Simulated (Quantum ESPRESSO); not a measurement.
## MgO: zone-centre phonons and dielectric response under several settings

```
Mg O
1.0
     0.00000    2.09700    2.09700
     2.09700    0.00000    2.09700
     2.09700    2.09700    0.00000
Mg O
1 1
Direct
  0.00000 0.00000 0.00000
  0.50000 0.50000 0.50000
```

The cell is a database's computed one.

All runs used Quantum ESPRESSO 7.5; k mesh 6 × 6 × 6, shifted; relaxed cell; no spin polarisation; cutoff 612 eV; occupations smeared at first, fixed for the response.

| level | potentials | volume (Å³/atom) | pressure (GPa) | lowest optical mode without the field (cm⁻¹) | highest mode with the field (cm⁻¹) | ε∞ (mean) | ε0 (mean) | Born charge of atom 1 (e) |
| --- | --- | --- | --- | --- | --- | --- | --- | --- |
| LDA | GBRV 1.5 LDA | ? | 0.0 | ? | ? | ? | ? | ? |
| PBE | GBRV 1.5 PBE | 9.63 | -0.1 | 366 | 680 | 3.24 | 11.1 | 2.00 |
| PBEsol | GBRV 1.5 PBEsol | 9.36 | 0.0 | 386 | 693 | 3.25 | 10.4 | 1.99 |

Task: What stands in the row left open?

Result: Volume 9.01 Å³/atom; lowest optical mode without the field 409 cm⁻¹; highest mode with the field 716 cm⁻¹; ε∞ 3.19; ε0 9.8; Born charge of atom 1 1.97 e.
